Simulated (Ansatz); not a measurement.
# Ti3O4 (I4/mmm) in Ansatz: relaxation of cell and atoms with r2SCAN

Aim: the relaxation of cell and atoms of Ti3O4 with r2SCAN.

Everything below comes from runs of Ansatz 0.2.0. Logs are shortened: lines on timing, memory, paths and dates and some standing lists are left out, and cuts for length are marked.

**1. The crystal as given**

The structure is tetragonal, space group I4/mmm (No. 139). The conventional cell has a = 4.132 Å, b = 4.132 Å, c = 8.178 Å, α = 90.00°, β = 90.00°, γ = 90.00°. Ti (site symmetry -4m2) is surrounded by 6 O at 2.04 to 2.07 Å. Ti (site symmetry 4/mmm) has 6 O at 2.07 to 2.09 Å as nearest neighbours. Around O (site symmetry 4mm) lie 5 Ti at 2.07 to 2.09 Å. O (site symmetry mmm) has 4 Ti at 2.04 to 2.07 Å as nearest neighbours.

The cell comes from a database or a generator and needn't be the stable form of this composition.

**2. Relaxation of cell and atoms, r2SCAN**

Input file input.yaml:

```yaml
crystal:
  lattice:
    - [-2.06590889, 2.06590889, 4.08913398]
    - [2.06590889, -2.06590889, 4.08913398]
    - [2.06590889, 2.06590889, -4.08913398]
  atoms:
    - { symbol: Ti, position: [0.75, 0.25, 0.5] }
    - { symbol: Ti, position: [0.5, 0.5, 0.0] }
    - { symbol: Ti, position: [0.25, 0.75, 0.5] }
    - { symbol: O, position: [0.75588486, 0.75588486, 0.0] }
    - { symbol: O, position: [0.5, 0.0, 0.5] }
    - { symbol: O, position: [0.24411514, 0.24411514, 0.0] }
    - { symbol: O, position: [0.0, 0.5, 0.5] }
hamiltonian:
  xc: r2scan
  pseudopotentials: { kind: paw }
kpoints:
  mp_grid: { grid: [9, 9, 9] }
scf:
  occupations: { method: fermi_dirac, width: 0.05 }
output:
  forces: true
  stress: true
  eigenvalues: true
relax:
  f_tol: 0.01
  max_steps: 40
  cell: { stress_tol: 0.05 }
```

Potentials or basis: Ansatz PAW.

Launch:

```sh
$ ansatz run input.yaml --threads 4 --pin off --max-ram 11264MiB --backend cpu --events-out ev --progress --plain --runs-dir out
```

Output:

```text
Warning: RAYON_NUM_THREADS=4 ignored (pool sized by the plan → 4); use --threads N
Engine: ansatz 0.2.0, x86_64-unknown-linux-gnu
Pseudopotentials: kind: paw
Pseudopotential: Ti, paw, valence charge 12, recommended cutoff 500 eV (meta_gga), Ti.paw.azcp
Pseudopotential: O, paw, valence charge 6, recommended cutoff 500 eV (meta_gga), O.paw.azcp
Functional definition: r2SCAN
  parameter k0 = 0.174
  parameter k1 = 0.065
  parameter a1 = 4.9479
  exchange = r2scan_x(k0 = k0, k1 = k1, a1 = a1)
  correlation = r2scan_c
Crystal: 7 atoms, lattice volume = 69.809 Å³
Basis set: ecut = 500 eV, 1775 PW (Γ), exchange–correlation on 160×160×160 points (64 copies of the dense FFT grid, shifted against one another)
Bands: 37, of which v1, the nominal top of the filled ones, is band 30 counted from 1 (29 counted from 0)
Symmetry: 16 space group operations
Space group: I4/mmm (ITA 139), of the structure as read, at distance tolerance 4.1e-5 Å
k-points: 75 of 729
Non-local potential: Ti, projectors of the file, l = 0: 3, l = 1: 2, l = 2: 3, l = 3: 1
Non-local potential: O, projectors of the file, l = 0: 2, l = 1: 2, l = 2: 1
PAW form: soft (Blöchl's): semilocal exchange-correlation on the pseudo side does not see the compensation charge
PAW frozen core: Ti, regenerated for the run's functional (the file was generated under x = pbe(κ = 0.804, μ = 0.2195149727645171), c = pbe(β = 0.06672455060314922))
PAW frozen core: O, regenerated for the run's functional (the file was generated under x = pbe(κ = 0.804, μ = 0.2195149727645171), c = pbe(β = 0.06672455060314922))
PAW one-centre angular grid: Ti, 590 points (default); XC on 160 Gauss nodes
PAW one-centre angular grid: O, 302 points (default); XC on 160 Gauss nodes
Initial density: superposition of atomic densities (neutral atoms: chi_scale 0, normalization atom), corrected by the library's trained network
Initial wavefunctions: pseudopotential atomic-orbital guess
Functional: x = r2scan, c = r2scan; τ floored in thin density (d = 2e-4 eV/Å³)
SCF iter   1: F=—  HF=-9798.027397 eV  |F-HF|=—  |Δ(HF+E_count)|=         —  Δρ=2.23e-2  dr2=3.98e-1  dr2_τ=3.77e-1  ethr=1.77e-3  ⟨swp⟩=5.5  Hψ=10975  notcnv=0  defer=3
preconditioner: auto → LDOS  [metal: Δε(μ)=0.050 eV  Ē_g=11.066 eV  σ=0.050 eV  W_gap=0.24  n_scr=22 (ndim 8)  ℏωp=26.7 eV  f_vac=0.022  D(μ)=2.27/eV (n_scr^D=14)  β→1.0]
SCF iter   2: F=—  HF=-9798.292918 eV  |F-HF|=—  |Δ(HF+E_count)|=   2.66e-1  Δρ=1.81e-2  dr2=1.98e-1  dr2_τ=3.30e-2  ethr=6.63e-4  ⟨swp⟩=3.1  Hψ=6336  notcnv=0  defer=1
SCF iter   3: F=—  HF=-9798.252238 eV  |F-HF|=—  |Δ(HF+E_count)|=   4.07e-2  Δρ=4.21e-3  dr2=1.24e-2  dr2_τ=1.18e-3  ethr=3.31e-4  ⟨swp⟩=2.8  Hψ=4662  notcnv=0  defer=1
SCF iter   4: F=—  HF=-9798.250289 eV  |F-HF|=—  |Δ(HF+E_count)|=   1.95e-3  Δρ=8.04e-4  dr2=3.57e-4  dr2_τ=6.45e-5  ethr=2.06e-5  ⟨swp⟩=2.0  Hψ=4422  notcnv=0
SCF iter   5: F=—  HF=-9798.250249 eV  |F-HF|=—  |Δ(HF+E_count)|=   4.07e-5  Δρ=1.54e-4  dr2=9.26e-6  dr2_τ=1.11e-6  ethr=5.94e-7  ⟨swp⟩=2.3  Hψ=4751  notcnv=0
SCF iter   6: F=—  HF=-9798.250250 eV  |F-HF|=—  |Δ(HF+E_count)|=   1.25e-6  Δρ=4.48e-5  dr2=1.80e-6  dr2_τ=8.45e-8  ethr=1.54e-8  ⟨swp⟩=2.0  Hψ=4373  notcnv=0
SCF iter   7: F=-9798.250250 eV  HF=-9798.250250 eV  |F-HF|=2.26e-9  |Δ(HF+E_count)|=   4.25e-8  Δρ=8.90e-6  dr2=4.13e-8  dr2_τ=1.19e-8  ethr=1.67e-10  ⟨swp⟩=4.5  Hψ=11903  notcnv=0
SCF 1 converged in 7 iterations: F = -9798.250250 eV  dr2 = 4.13e-8
relax step   1: F+E_penalty+E_count = -9798.25024999 eV  Δ(F+E_penalty+E_count) = +0.000e0 eV  max|allowed force component| = 5.122e-2 eV/Å  Δτ_max = 0.0000 Å  P = -1.578 GPa  Ω = 69.809 Å³  (7 SCF iters, dr2 threshold 1.00e-7 eV, accepted)
Crystal: 7 atoms, lattice volume = 69.483 Å³
Initial density: handed on by an earlier stage of this run
Initial wavefunctions: those handed on with the density
iter 1 solved again at ethr=3.92e-7 eV; its pass at ethr=3.10e-3 eV (dr2=2.35e-4 eV) is discarded
SCF iter   1: F=—  HF=-9798.251489 eV  |F-HF|=—  |Δ(HF+E_count)|=         —  Δρ=4.37e-4  dr2=1.88e-4  dr2_τ=1.15e-3  ethr=3.92e-7  ⟨swp⟩=2.0  Hψ=14920  notcnv=0
preconditioner: auto → LDOS  [metal: Δε(μ)=0.034 eV  Ē_g=10.713 eV  σ=0.050 eV  W_gap=0.17  n_scr=22 (ndim 8)  ℏωp=26.7 eV  f_vac=0.022  D(μ)=2.51/eV (n_scr^D=14)  β→1.0]
SCF iter   2: F=—  HF=-9798.252618 eV  |F-HF|=—  |Δ(HF+E_count)|=   1.13e-3  Δρ=1.97e-4  dr2=2.63e-5  dr2_τ=3.21e-6  ethr=3.13e-7  ⟨swp⟩=2.0  Hψ=4792  notcnv=0
SCF iter   3: F=—  HF=-9798.252613 eV  |F-HF|=—  |Δ(HF+E_count)|=   5.19e-6  Δρ=4.63e-5  dr2=1.38e-6  dr2_τ=1.07e-7  ethr=4.39e-8  ⟨swp⟩=2.0  Hψ=4112  notcnv=0
SCF iter   4: F=-9798.252613 eV  HF=-9798.252613 eV  |F-HF|=1.23e-7  |Δ(HF+E_count)|=   3.03e-8  Δρ=1.65e-5  dr2=1.57e-7  dr2_τ=3.28e-8  ethr=1.17e-9  ⟨swp⟩=6.3  Hψ=11182  notcnv=0
SCF 2 converged in 4 iterations: F = -9798.252613 eV  dr2 = 1.57e-7
relax step   2: F+E_penalty+E_count = -9798.25261318 eV  Δ(F+E_penalty+E_count) = -2.363e-3 eV  max|allowed force component| = 1.740e-2 eV/Å  Δτ_max = 0.0005 Å  P = -0.438 GPa  Ω = 69.483 Å³  energy of the carried Pulay correction = +2.616e-4 eV  (4 SCF iters, dr2 threshold 7.00e-7 eV, accepted)
Crystal: 7 atoms, lattice volume = 69.360 Å³
iter 1 solved again at ethr=6.07e-8 eV; its pass at ethr=3.10e-3 eV (dr2=3.64e-5 eV) is discarded
SCF iter   1: F=—  HF=-9798.252731 eV  |F-HF|=—  |Δ(HF+E_count)|=         —  Δρ=1.74e-4  dr2=3.00e-5  dr2_τ=1.71e-4  ethr=6.07e-8  ⟨swp⟩=2.0  Hψ=14531  notcnv=0
preconditioner: auto → LDOS  [metal: Δε(μ)=0.035 eV  Ē_g=10.724 eV  σ=0.050 eV  W_gap=0.17  n_scr=22 (ndim 8)  ℏωp=26.8 eV  f_vac=0.022  D(μ)=2.51/eV (n_scr^D=14)  β→1.0]
SCF iter   2: F=—  HF=-9798.252897 eV  |F-HF|=—  |Δ(HF+E_count)|=   1.66e-4  Δρ=7.39e-5  dr2=4.01e-6  dr2_τ=4.37e-7  ethr=5.00e-8  ⟨swp⟩=2.0  Hψ=4872  notcnv=0
SCF iter   3: F=-9798.252896 eV  HF=-9798.252896 eV  |F-HF|=6.70e-8  |Δ(HF+E_count)|=   8.79e-7  Δρ=1.78e-5  dr2=1.59e-7  dr2_τ=1.98e-8  ethr=1.17e-9  ⟨swp⟩=6.1  Hψ=11822  notcnv=0
SCF 3 converged in 3 iterations: F = -9798.252896 eV  dr2 = 1.59e-7
relax step   3: F+E_penalty+E_count = -9798.25289590 eV  Δ(F+E_penalty+E_count) = -2.827e-4 eV  max|allowed force component| = 9.619e-4 eV/Å  Δτ_max = 0.0000 Å  P = +0.007 GPa  Ω = 69.360 Å³  energy of the carried Pulay correction = +3.611e-4 eV  (3 SCF iters, dr2 threshold 7.00e-7 eV, accepted)
Initial wavefunctions: pseudopotential atomic-orbital guess (no wavefunctions were taken with the density)
iter 1 solved again at ethr=1.65e-8 eV; its pass at ethr=3.10e-3 eV (dr2=9.90e-6 eV) is discarded
SCF iter   1: F=—  HF=-9798.252536 eV  |F-HF|=—  |Δ(HF+E_count)|=         —  Δρ=2.69e-5  dr2=1.76e-7  dr2_τ=2.54e-7  ethr=1.65e-8  ⟨swp⟩=4.2  Hψ=18763  notcnv=0
SCF iter   2: F=—  HF=-9798.252537 eV  |F-HF|=—  |Δ(HF+E_count)|=   1.13e-6  Δρ=9.47e-6  dr2=5.00e-8  dr2_τ=8.04e-9  ethr=2.94e-10  ⟨swp⟩=2.2  Hψ=4871  notcnv=0
SCF iter   3: F=—  HF=-9798.252537 eV  |F-HF|=—  |Δ(HF+E_count)|=   1.11e-8  Δρ=2.53e-6  dr2=3.35e-9  dr2_τ=6.04e-10  ethr=8.34e-11  ⟨swp⟩=2.0  Hψ=4373  notcnv=0
SCF iter   4: F=—  HF=-9798.252537 eV  |F-HF|=—  |Δ(HF+E_count)|=  1.87e-10  Δρ=8.64e-7  dr2=3.84e-10  dr2_τ=6.31e-11  ethr=5.59e-12  ⟨swp⟩=2.0  Hψ=3993  notcnv=0
SCF iter   5: F=-9798.252537 eV  HF=-9798.252537 eV  |F-HF|=7.28e-12  |Δ(HF+E_count)|=  8.91e-11  Δρ=1.05e-7  dr2=5.21e-12  dr2_τ=7.58e-13  ethr=1.00e-12  ⟨swp⟩=6.3  Hψ=10920  notcnv=0
SCF 4 converged in 5 iterations: F = -9798.252537 eV  dr2 = 5.21e-12
relax step   4: F+E_penalty+E_count = -9798.25253707 eV  Δ(F+E_penalty+E_count) = +3.588e-4 eV  max|allowed force component| = 1.028e-3 eV/Å  Δτ_max = 0.0000 Å  P = +0.009 GPa  Ω = 69.360 Å³  stress off target by 1.98e-2 GPa  SCF on the basis re-selected at this cell (its energy is not comparable with the rows above)  (5 SCF iters)
basis re-selected at this cell: Δ(F+E_penalty+E_count) = +3.588e-4 eV, ΔP = +0.001 GPa vs the last step (what re-selecting the basis moved, of the pressure what is left beyond the Pulay correction that the steps carried, after the strain that the cell walked since its last selection, with what the two solves' SCF thresholds leave and, on support functions, any second-order correction that the steps lacked; it is no measure of the basis error at this ecutwfc). This SCF's stress stands 1.98e-2 GPa from its target on what of the cell is left free (relax.cell.stress_tol is 5.00e-2 GPa) and its largest allowed force component is 1.03e-3 eV/Å (relax.f_tol is 1.00e-2 eV/Å): within both
SCF converged after 5 iterations
Free energy (F): -9798.252537 eV
Harris-Foulkes:  -9798.252537 eV  (|F-HF|=7.28e-12)
Internal energy: -9798.232309 eV  (E = F + TS)
E sigma→0 (E₀):  -9798.242423 eV
Entropy (-TS):   -0.020228 eV (-2.890 meV/atom)
Fermi energy:    15.004399 eV
--- Per-component energies (eV) ---
  E_band       = -454.315305
  E_kinetic    = 1535.342301
  E_local      = -3503.803637  (includes V_loc(G=0)·N_el)
  E_nonlocal   = 209.734063
  E_hartree    = 1383.165802
  E_xc         = -578.083320
  E_vxc        = -828.302285  (∫ρ·V_xc dr)
  E_paw        = -3810.380777  (= ΣΔE_a)
  E_vpaw       = -687.779839  (= ΣTr[D̂ρ^β])
  E_aug_tail   = 0.004289  (compensation charges beyond the density's cutoff)
  E_vtau       = 54.158315  (kinetic-family band-sum trace: ∫τ·v_τ [+ j·A + Jᵃ·Aᵃ] dr)
  E_ewald      = -5033.322896
  E_core_change = -0.888135  (= ΣΔE_core)
  E_smearing   = -0.020228  (= −TS)
  E_closure    = -0.000000  (closes the sum)
  Σ components = -9798.252537   (vs F -9798.252537, Δ=0.00e0)
--- Forces (eV/Å), atoms counted from 1 ---
  atom   1  Ti     0.00000000     0.00000000    -0.00000000
  atom   2  Ti     0.00000000    -0.00000000     0.00000000
  atom   3  Ti    -0.00000000     0.00000000     0.00000000
  atom   4  O     -0.00000000    -0.00000000    -0.00102842
  atom   5  O      0.00000000     0.00000000     0.00000000
  atom   6  O      0.00000000    -0.00000000     0.00102842
  atom   7  O     -0.00000000    -0.00000000     0.00000000
  max |Σ_I F_I| component: 7.37e-18 eV/Å
--- Stress (GPa, compression-positive) ---
        0.019834       0.000000       0.000000
        0.000000       0.019834      -0.000000
        0.000000      -0.000000      -0.014144
  P = ⅓ Tr σ = 0.0085 GPa (0.085 kbar)
--- Band table (eV; the first three rows and the last of 75) ---
  k-point 0: bands = ["-45.7750", "-45.6652", "-45.5080", "-21.1673", "-21.1673", "-21.1659", "-21.0044", "-20.9455", "-20.9455", "-20.7424", "-20.7424", "-20.5852", "-8.0540", "-7.3266", "-6.7482", "-5.9599", "7.5310", "7.5943", "7.5943", "7.7004", "8.2125", "8.2125", "8.2261", "9.0621", "9.0621", "10.3630", "10.6697", "10.6697", "12.1498", "14.3168", "14.3168", "15.4610", "15.4610", "15.4668", "15.8314", "16.2405", "16.6507"]
  k-point 1: bands = ["-45.7679", "-45.6703", "-45.5096", "-21.2314", "-21.1202", "-21.1198", "-21.0702", "-20.9718", "-20.8934", "-20.7861", "-20.7301", "-20.5820", "-7.9291", "-7.2501", "-6.6853", "-5.9374", "7.1929", "7.4741", "7.5476", "7.6182", "7.7847", "8.2204", "8.5052", "8.6422", "8.7875", "10.2185", "10.2601", "10.5267", "12.6823", "14.4071", "14.4361", "15.5156", "15.5356", "15.7227", "16.3667", "16.4563", "16.6206"]
  k-point 2: bands = ["-45.7494", "-45.6833", "-45.5140", "-21.3186", "-21.1583", "-21.0739", "-21.0721", "-20.9998", "-20.8578", "-20.8352", "-20.7036", "-20.5796", "-7.6031", "-7.0545", "-6.5266", "-5.8797", "6.5162", "6.8407", "7.3320", "7.4413", "7.6942", "7.6960", "8.1007", "8.1952", "8.5398", "9.5970", "9.8387", "10.4415", "13.8036", "14.6820", "14.7620", "15.7742", "15.8649", "16.1843", "16.5604", "16.5868", "16.7347"]
  k-point 74: bands = ["-45.7531", "-45.6687", "-45.5268", "-21.2328", "-21.2244", "-21.0967", "-20.9486", "-20.8799", "-20.8332", "-20.7961", "-20.7914", "-20.6920", "-7.6198", "-7.5164", "-6.4328", "-6.3793", "7.0767", "7.2047", "7.3331", "7.5517", "8.7192", "8.8762", "9.1368", "9.1465", "9.3963", "9.6329", "10.1116", "10.2060", "12.5561", "12.7278", "12.7813", "15.1224", "16.2440", "16.4237", "16.4283", "16.6455", "17.0045"]
--- Relaxed structure (3 steps of the walk, 3 accepted, 1 SCFs on fresh bases) ---
  F+E_penalty+E_count = -9798.25253707 eV   max|allowed force component| = 1.028e-3 eV/Å   (the final SCF, on the basis selected at the relaxed cell)
  cell:  # Å, volume = 69.3597 Å³
    - [-2.062175574567584, 2.062175574567584, 4.0775175549452864]
    - [2.062175574567584, -2.062175574567584, 4.0775175549452864]
    - [2.062175574567584, 2.062175574567584, -4.0775175549452864]
  atoms:
    - { symbol: Ti, position: [0.75, 0.25, 0.49999999999999994] }
    - { symbol: Ti, position: [0.5, 0.5, -2.082836763797415e-35] }
    - { symbol: Ti, position: [0.25, 0.75, 0.49999999999999994] }
    - { symbol: O, position: [0.7559475385202394, 0.7559475385202394, 1.476942785411356e-34] }
    - { symbol: O, position: [0.49999999999999994, -2.9591768658705165e-21, 0.49999999999999994] }
    - { symbol: O, position: [0.24405246147976056, 0.24405246147976056, 1.158357991439862e-34] }
    - { symbol: O, position: [-2.9591768658706316e-21, 0.49999999999999994, 0.49999999999999994] }
```

Run time: 70 s. Hardware: 4 threads of AMD EPYC (Zen 3), shared host; peak memory 0.85 GiB.

Results:

| Quantity | Value |
| --- | --- |
| Free energy | -9798.2525 eV |
| Relaxed volume | 9.91 Å³/atom |
| Relaxed cell | a = 5.013 Å, b = 5.013 Å, c = 5.013 Å, α = 131.42°, β = 131.42°, γ = 71.15° |
| Space group after relaxing (to 0.05 Å) | I4/mmm (No. 139) |
| Energy gained by relaxing | 0.3 meV/atom |
| Ionic steps | 4 |
| Pressure after relaxing | 0.0 GPa |
| Band gap on the k mesh | none (metal or under the smearing width) |

The path:
```tsv
step	energy change (eV)	largest force (eV/Å)	volume (Å³)
1	0.0000	0.0512	69.81
2	-0.0024	0.0174	69.48
3	-0.0026	0.0010	69.36
4	-0.0023	0.0010	69.36
```

Final structure:
```xyz
7
Lattice="-2.0622 2.0622 4.0775 2.0622 -2.0622 4.0775 2.0622 2.0622 -4.0775" Properties=species:S:1:pos:R:3 pbc="T T T"
Ti    0.0000    2.0622    2.0388
Ti    0.0000    0.0000    4.0775
Ti    2.0622    0.0000    2.0388
O     0.0000    0.0000    6.1648
O     0.0000    2.0622    0.0000
O     0.0000    0.0000    1.9903
O     2.0622    0.0000    0.0000
```

Levels at points of the mesh, in eV from the Fermi level:
| k point | band 29 | band 30 | band 31 | band 32 | band 33 | band 34 |
| --- | --- | --- | --- | --- | --- | --- |
| (0.00, 0.00, 0.00) | -2.85 | -0.69 | -0.69 | 0.46 | 0.46 | 0.46 |

Caveat: the plane-wave basis is chosen anew once the cell has moved, so the energies of steps on either side of that aren't comparable; semilocal functionals often make such compounds metallic where correlation or magnetic order opens a gap, which also shifts bond lengths; the PAW data sets come from PBE, with cores solved anew for the run's functional, which leaves a small shift of forces and pressure.
